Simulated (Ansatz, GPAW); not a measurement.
This is a calculation of MgS (Niningerite) for GPAW 26.7.0 (ASE script). 

The input run.py:

```python
from ase import Atoms
from ase.dft.bandgap import bandgap
from ase.io import write
from ase.units import Bohr, GPa
from gpaw import GPAW, PW
from gpaw.elf import elf_from_dft_calculation

atoms = Atoms(['S', 'Mg'],
              cell=[[0.0, 2.60165, 2.60165],
                    [2.60165, 0.0, 2.60165],
                    [2.60165, 2.60165, 0.0]],
              scaled_positions=[[0.5, 0.5, 0.5],
                                [0.0, 0.0, 0.0]],
              pbc=True)

calc = GPAW(mode=PW(800),
            xc='RPBE',
            kpts={'size': (9, 9, 9), 'gamma': True},
            occupations={'name': 'methfessel-paxton', 'order': 0, 'width': 0.1},
            nbands=16,
            convergence={'density': 1e-05, 'energy': 1e-05},
            maxiter=150,
            txt='gpaw.txt')
atoms.calc = calc
energy = atoms.get_potential_energy()
forces = atoms.get_forces()
stress = atoms.get_stress()
calc.write('gs.gpw')
write('result.traj', atoms)
print(f'Energy: {energy:.6f} eV')
print('Forces (eV/A):')
print(forces.round(4))
print('Stress (GPa):', (stress / GPa).round(3))
print('Fermi level:', round(calc.get_fermi_level(), 4), 'eV')
print(f'Gap: {bandgap(calc)[0]:.4f} eV, direct: {bandgap(calc, direct=True)[0]:.4f} eV')

# fields on the real-space grid
write('density.cube', atoms, data=calc.get_pseudo_density() * Bohr**3)
write('potential.cube', atoms, data=calc.get_electrostatic_potential())
write('elf.cube', atoms, data=elf_from_dft_calculation(calc).data)
```

Potentials or basis: the program's PAW data sets (release 1.2.1) made for this functional, pw.

Command:

```console
$ OMP_NUM_THREADS=1 python run.py
```

Task: Translate it to Ansatz 0.2.0. Potentials or basis there: all-electron LAPW, scalar-relativistic.

Result: As run (cutoffs and basis follow the program's own potentials, and thresholds, step limits or extra output files can differ):

Contents of input.yaml:

```yaml
crystal:
  lattice:
    - [0.0, 2.60165, 2.60165]
    - [2.60165, 0.0, 2.60165]
    - [2.60165, 2.60165, 0.0]
  atoms:
    - { symbol: S, position: [0.5, 0.5, 0.5] }
    - { symbol: Mg, position: [0.0, 0.0, 0.0] }
kpoints:
  mp_grid: { grid: [9, 9, 9] }
scf:
  occupations: { method: gaussian, width: 0.1 }
hamiltonian:
  xc: rpbe
  pseudopotentials: { kind: all_electron, lapw: { basis_error: 0.001 } }
output:
  forces: true
  stress: true
  eigenvalues: true
```

Potentials or basis: all-electron LAPW, scalar-relativistic.

Command:

```console
$ ansatz run input.yaml --threads 1 --pin off --max-ram 3072MiB --backend cpu --events-out ev --progress --plain --runs-dir out
```

Both were run:

|  | GPAW | Ansatz |
| --- | --- | --- |
| Pressure | 3.2 GPa | 3.3 GPa |

Where Ansatz's input types no cutoff or centring, it takes its own default and a Γ-centred mesh.

Pressure is positive in compression.
